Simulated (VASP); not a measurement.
# VH (Fm-3m) in VASP: band structure with PBEsol+D3(BJ)

Aim: the band structure of VH with PBEsol+D3(BJ).

Program: VASP 6.6.1. These are calculated values, not measurements. Logs are shortened: lines on timing, memory, paths and dates and some standing lists are left out, and cuts for length are marked.

**1. The undisturbed crystal**

Symmetry: Fm-3m, No. 225, cubic system. The conventional cell has a = 3.928 Å, b = 3.928 Å, c = 3.928 Å, α = 90.00°, β = 90.00°, γ = 90.00°. Around V (site symmetry m-3m) lie 6 H at 1.96 Å. H (site symmetry m-3m) has 6 V at 1.96 Å as nearest neighbours.

The cell comes from a database or a generator and needn't be the stable form of this composition.

**2. Band structure, PBEsol+D3(BJ), collinear spin, antiferromagnetic start (volume scaled by 0.88)**

Input file run.py:

```python
from ase.calculators.vasp import Vasp
from ase.dft.bandgap import bandgap
from ase.io import read

atoms = read('VH.xyz')
atoms.set_initial_magnetic_moments([2.0, -2.0, 0.0, 0.0])
calc = Vasp(
    directory='calc',
    xc='pbesol',
    pp='PBE',
    setups='recommended',
    prec='Accurate',
    encut=520,
    ediff=1e-07,
    ismear=0,
    sigma=0.01,
    lreal=False,
    lasph=True,
    nelm=120,
    algo='Fast',
    isif=2,
    lwave=False,
    lcharg=True,
    ispin=2,
    lorbit=11,
    lmaxmix=4,
    ivdw=12,
    kpts=[12, 12, 12],
    gamma=True,
)
atoms.calc = calc

print('energy (eV):', atoms.get_potential_energy())
print('free energy (eV):', atoms.get_potential_energy(force_consistent=True))
efermi = calc.get_fermi_level()
print('Fermi level (eV):', efermi)
path = atoms.cell.bandpath(npoints=40, eps=1e-4)
print('path:', path.path)
calc.set(kpts=path.kpts, reciprocal=True, icharg=11, isym=0, lcharg=False)
calc.calculate(atoms)
print('gap on the path (eV):', bandgap(calc, efermi=efermi)[0])
print('direct gap on the path (eV):', bandgap(calc, efermi=efermi, direct=True)[0])
```

Input file VH.xyz:

```xyz
4
Lattice="1.8818335795 1.8818335795 3.7636671590 1.8818335795 -1.8818335795 0.0000000000 1.8818335795 1.8818335795 0.0000000000" Properties=species:S:1:pos:R:3 pbc="T T T"
V      0.0000000000      0.0000000000      0.0000000000
V      1.8818335795      0.0000000000      1.8818335795
H      1.8818335795      1.8818335795      1.8818335795
H      1.8818335795      0.0000000000      0.0000000000
```

Potentials or basis: VASP PAW PBE potentials, release 64 (V_sv, H).

Launch:

```console
> python run.py
```

What it wrote:

```text
energy (eV): -28.19751799
free energy (eV): -28.1976139
Fermi level (eV): 11.47246942
path: GXMGZRAZ,XR,MA
gap on the path (eV): 0.0
direct gap on the path (eV): 0.0
```

OUTCAR:

```text
ENCUT = 520.000000
   EDIFF = 1.00e-07
   GGA = PS
   PREC = Accurate
   ICHARG = 11
   ISIF = 2
   ISMEAR = 0
   ISPIN = 2
   ISYM = 0
   LORBIT = 11
   NELM = 120
   IVDW = 12
   LASPH = .TRUE.
   LREAL = .FALSE.
 IVDW          = 12

 ion  position               nearest neighbor table
   1  0.000  0.000  0.000-   4 1.88   3 1.88   4 1.88   4 1.88   4 1.88   3 1.88   2 2.66   2 2.66
                             2 2.66   2 2.66   2 2.66   2 2.66   2 2.66   2 2.66
   2  0.500  0.500  0.000-   3 1.88   3 1.88   4 1.88   3 1.88   3 1.88   4 1.88   1 2.66   1 2.66
                             1 2.66   1 2.66   1 2.66   1 2.66   1 2.66   1 2.66
   3  0.500  0.000  0.500-   2 1.88   1 1.88   2 1.88   2 1.88   2 1.88   1 1.88
   4  0.000  0.500  0.500-   1 1.88   1 1.88   2 1.88   1 1.88   1 1.88   2 1.88

IMPORTANT INFORMATION: All symmetrisations will be switched off!
NOSYMM: (Re-)initialisation of all symmetry stuff for point group C_1.

----------------------------------------------------------------------------------------

                                     Primitive cell

  volume of cell :      26.6565

  direct lattice vectors                    reciprocal lattice vectors
     1.881833580  1.881833580  3.763667159     0.000000000  0.000000000  0.265698309
     1.881833580 -1.881833580  0.000000000     0.265698309 -0.265698309  0.000000000
     1.881833580  1.881833580  0.000000000     0.265698309  0.265698309 -0.265698309

  length of vectors
     4.609532051  2.661314570  2.661314570     0.265698309  0.375754152  0.460202971

  position of ions in fractional coordinates (direct lattice)
     0.000000000  0.000000000  0.000000000
     0.500000000  0.500000000  0.000000000
     0.500000000  0.000000000  0.500000000
     0.000000000  0.500000000  0.500000000

  ion indices of the primitive-cell ions
   primitive index   ion index
                 1           1
                 2           2
[... 617 lines left out ...]
     18      14.9901      0.00000

 [... further k-points ...]

 spin component 2

 k-point     1 :       0.0000    0.0000    0.0000
  band No.  band energies     occupation
      1     -52.3315      1.00000
      2     -52.0523      1.00000
      3     -26.6780      1.00000
      4     -26.0943      1.00000
      5     -26.0943      1.00000
      6     -25.7474      1.00000
[... 493 lines left out ...]
     17      14.9901      0.00000
     18      14.9901      0.00000

 [... further k-points ...]

------------------------ aborting loop because EDIFF is reached ----------------------------------------

 Edisp (eV)   -1.68856

 E8    (eV) :    -1.1060

  FORCE on cell =-STRESS in cart. coord.  units (eV):
  Direction    XX          YY          ZZ          XY          YZ          ZX
  --------------------------------------------------------------------------------------
  -------------------------------------------------------------------------------------
  Total       1.12143     3.25223     7.51523    -5.70577    -0.00013    -0.00016
  in kB      67.40282   195.47374   451.69919  -342.94229    -0.00782    -0.00971
  external pressure =      238.19 kB  Pullay stress =        0.00 kB

 VOLUME and BASIS-vectors are now :
 -----------------------------------------------------------------------------
  energy-cutoff  :      520.00
  volume of cell :       26.66
      direct lattice vectors                 reciprocal lattice vectors
     1.881833580  1.881833580  3.763667159     0.000000000  0.000000000  0.265698309
     1.881833580 -1.881833580  0.000000000     0.265698309 -0.265698309  0.000000000
     1.881833580  1.881833580  0.000000000     0.265698309  0.265698309 -0.265698309

 POSITION                                       TOTAL-FORCE (eV/Angst)
 -----------------------------------------------------------------------------------
      0.00000      0.00000      0.00000         0.000006      0.000003     -0.000002
      1.88183      0.00000      1.88183        -0.000032      0.000004     -0.000001
      1.88183      1.88183      1.88183         0.000013     -0.000003      0.000000
      1.88183      0.00000      0.00000         0.000014     -0.000004      0.000003
 -----------------------------------------------------------------------------------
    total drift:                               -0.000050      0.000017     -0.000003

  FREE ENERGIE OF THE ION-ELECTRON SYSTEM (eV)
  ---------------------------------------------------
  free  energy   TOTEN  =       -28.8392889611 eV

  energy  without entropy=      -28.8390068664  energy(sigma->0) =      -28.83914791

 total charge

# of ion       s       p       d       tot
------------------------------------------
    1        2.284   6.236   3.457  11.977
    2        2.284   6.236   3.457  11.977
    3        0.567   0.035   0.000   0.602
    4        0.567   0.035   0.000   0.602
--------------------------------------------------
tot          5.703  12.542   6.914  25.160

 magnetization (x)

# of ion       s       p       d       tot
------------------------------------------
    1        0.000   0.000   0.000   0.000
    2       -0.000  -0.000  -0.000  -0.000
    3        0.000  -0.000   0.000   0.000
    4       -0.000   0.000   0.000  -0.000
--------------------------------------------------
tot          0.000   0.000  -0.000  -0.000
```

INCAR:

```text
ENCUT = 520.000000
SIGMA = 0.010000
EDIFF = 1.00e-07
ALGO = Fast
GGA = PS
PREC = Accurate
ICHARG = 11
ISIF = 2
ISMEAR = 0
ISPIN = 2
ISYM = 0
LMAXMIX = 4
LORBIT = 11
NELM = 120
IVDW = 12
LASPH = .TRUE.
LCHARG = .FALSE.
LWAVE = .FALSE.
LREAL = .FALSE.
MAGMOM = 1*2.0000 1*-2.0000 2*0.0000
```

Wall time 2.2 min (1 thread of Intel Xeon Platinum 8488C (Sapphire Rapids), shared host); peak memory 0.18 GiB.

What came out:

```yaml
Band_gap_along_the_path: none (metal or under the smearing width)
Net_moment: 0.00 μB per cell
Dispersion_energy_per_atom: -0.422 eV
```

Levels at the corners of the path, in eV from the Fermi level:
Spin up:
```
point  band 12  band 13  band 14  band 15  band 16  band 17
    Γ    -0.14    -0.14    -0.14     1.65     1.65     2.19
    X    -2.15    -1.60    -1.60     0.39     0.39     1.71
    M    -3.23     2.19     2.19     2.95     2.95     3.51
    Γ    -0.14    -0.14    -0.14     1.65     1.65     2.19
    Z    -1.88    -0.23    -0.23     1.22     1.22     1.22
    R    -4.34    -0.64    -0.64    -0.64    -0.64     3.07
    A    -1.62    -1.62    -1.62     0.95     0.95     3.52
    Z    -1.88    -0.23    -0.23     1.22     1.22     1.22
    X    -2.15    -1.60    -1.60     0.39     0.39     1.71
    R    -4.34    -0.64    -0.64    -0.64    -0.64     3.07
    M    -3.23     2.19     2.19     2.95     2.95     3.51
    A    -1.62    -1.62    -1.62     0.95     0.95     3.52
```
Spin down:
| point | band 12 | band 13 | band 14 | band 15 | band 16 | band 17 |
| --- | --- | --- | --- | --- | --- | --- |
| Γ | -0.14 | -0.14 | -0.14 | 1.65 | 1.65 | 2.19 |
| X | -2.15 | -1.60 | -1.60 | 0.39 | 0.39 | 1.71 |
| M | -3.23 | 2.19 | 2.19 | 2.95 | 2.95 | 3.51 |
| Γ | -0.14 | -0.14 | -0.14 | 1.65 | 1.65 | 2.19 |
| Z | -1.88 | -0.23 | -0.23 | 1.22 | 1.22 | 1.22 |
| R | -4.34 | -0.64 | -0.64 | -0.64 | -0.64 | 3.07 |
| A | -1.62 | -1.62 | -1.62 | 0.95 | 0.95 | 3.52 |
| Z | -1.88 | -0.23 | -0.23 | 1.22 | 1.22 | 1.22 |
| X | -2.15 | -1.60 | -1.60 | 0.39 | 0.39 | 1.71 |
| R | -4.34 | -0.64 | -0.64 | -0.64 | -0.64 | 3.07 |
| M | -3.23 | 2.19 | 2.19 | 2.95 | 2.95 | 3.51 |
| A | -1.62 | -1.62 | -1.62 | 0.95 | 0.95 | 3.52 |

Caveat: the log is that of the step along the path at fixed density, whose energy, stress, charges and moments have no meaning; the PAW data sets were made with another functional, which shifts forces and pressure a little; pairwise dispersion overbinds metals, which lowers pressure and volume.
